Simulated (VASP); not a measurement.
# Settings for W: self-consistent run

W, Fm-3m (no. 225), 1 atom in the cell. RevPBE; PAW potentials W_sv (PBE set). VASP 6.6.1.

Wanted: energy within 0.2 meV/atom; Fermi level within 0.005 eV.

What the run is for: comparing ways to start; Accuracy asked: tight.

POSCAR:
```
W
1.0
    0.0000000000      2.0300000000      2.0300000000
    2.0300000000      0.0000000000      2.0300000000
    2.0300000000      2.0300000000      0.0000000000
W
1
Direct
    0.0000000000      0.0000000000      0.0000000000
```

## How the run starts (with a second run first, the time holds both)

| How the run starts (with a second run first, the time holds both) | Energy less reference (meV/atom) | Fermi level (eV) | Time (s) |
|---|---|---|---|
| from scratch: 11 SCF iterations | 0.00 | 10.2716 | 6.3 |
| orbitals of a nearby geometry (ISTART 1): 11 + 8 SCF iterations | 0.00 | 10.2716 | 21 |
| orbitals and density of a nearby geometry: 11 + 9 SCF iterations | 0.00 | 10.2717 | 23 |
| density of a nearby geometry (ICHARG 1): 11 + 13 SCF iterations | 0.00 | 10.2717 | 25 |
| orbitals in the old basis (ISTART 2), symmetry off: 11 + 8 SCF iterations | 0.13 | 10.2716 | 130 |

Chosen: from scratch: 11 SCF iterations; no other choice that stays within half of the tolerance saves 30 % of the time.

The chosen settings are those of the reference run.

## The input

INCAR:
```
SYSTEM = W
GGA = RE
ISMEAR = 1
SIGMA = 0.1
LWAVE = .FALSE.
LCHARG = .FALSE.
ISIF = 2
PREC = Accurate
LASPH = .TRUE.
LREAL = .FALSE.
ALGO = Normal
EDIFF = 1E-6
NELM = 120
GGA_COMPAT = .FALSE.
ENCUT = 400
```

KPOINTS:
```
k-points
0
Gamma
  14 14 14
```

Commands:
```
cat potpaw_PBE.64/W_sv/POTCAR > POTCAR
mpirun -np 1 vasp_std > vasp.out
```

The chosen input took VASP 6.6.1 6.3 s on 1 core (Intel Xeon Platinum 8559C (Emerald Rapids)), a shared host.

## An input that fails: restart asked without its files

VASP's message: ERROR: charge density could not be read from file CHGCAR for ICHARG>10.

Changes against the starting input:
```
- NELM = 120
+ NELM = 60
+ ICHARG = 11
```
